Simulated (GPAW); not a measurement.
Input of a GPAW 26.7.0 run:

File run.py:

```python
from ase import Atoms
from ase.dft.bandgap import bandgap
from ase.io import write
from ase.units import GPa
from gpaw import GPAW, PW

atoms = Atoms(['N', 'N', 'B', 'B'],
              cell=[[2.49824, 0.0, 0.0],
                    [-1.24912, 2.1635393048, 0.0],
                    [0.0, 0.0, 6.6357]],
              scaled_positions=[[0.6666666667, 0.3333333333, 0.25],
                                [0.3333333333, 0.6666666667, 0.75],
                                [0.6666666667, 0.3333333333, 0.75],
                                [0.3333333333, 0.6666666667, 0.25]],
              pbc=True)

calc = GPAW(mode=PW(600),
            xc='LDA',
            kpts={'size': (10, 10, 4), 'gamma': True},
            occupations={'name': 'fermi-dirac', 'width': 0.05},
            nbands=18,
            maxiter=120,
            txt='gpaw.txt')
atoms.calc = calc
energy = atoms.get_potential_energy()
forces = atoms.get_forces()
stress = atoms.get_stress()
calc.write('gs.gpw')
write('result.traj', atoms)
print(f'Energy: {energy:.6f} eV')
print('Forces (eV/A):')
print(forces.round(4))
print('Stress (GPa):', (stress / GPa).round(3))
print('Fermi level:', round(calc.get_fermi_level(), 4), 'eV')
print(f'Gap: {bandgap(calc)[0]:.4f} eV, direct: {bandgap(calc, direct=True)[0]:.4f} eV')
```

Potentials or basis: the program's PAW data sets (release 1.2.1) made for this functional, pw.

Launch:

```console
$ OMP_NUM_THREADS=1 python run.py
```

Problem. Estimate the pressure.

Solution. -11.7 GPa.

Problem. What does it give for the band gap on the k mesh?

Solution. 4.04 eV, indirect (least direct gap 4.52 eV).

Stress tensor (GPa, compression positive):
```
-12.61   0.00   0.00
  0.00 -12.61   0.00
  0.00   0.00  -9.82
```

Caveat: the cutoff is short for stress and forces, so pressures can be off by a GPa or more. A k mesh can miss the band edges.
